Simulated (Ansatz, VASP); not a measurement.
**LiH: VASP beside Ansatz**

```
Li H
1.0
     0.00000    2.09068    2.09068
     2.09068    0.00000    2.09068
     2.09068    2.09068    0.00000
Li H
1 1
Direct
  0.00000 0.00000 0.00000
  0.50000 0.50000 0.50000
```

Alike in both runs: task single point; functional PBEsol; k mesh 10 × 10 × 10; occupations gaussian, width 0.02 eV; no spin polarisation.

|  | VASP | Ansatz |
| --- | --- | --- |
| version | VASP 6.6.1 | Ansatz 0.2.0 |
| potentials or method | VASP PAW PBE potentials, release 64 (Li_sv, H) | scalar-relativistic, plane waves, PAW |
| plane-wave cutoff (eV) | 520 | 420 |
| valence electrons in the cell | 4 | 4 |

```tsv
	VASP	Ansatz	Ansatz less VASP
gap on the k mesh at the Fermi level (eV)	2.84	2.84	+0.003
least direct gap on the mesh (eV)	2.84	2.84	+0.003
```

 A k mesh can miss the band edges.
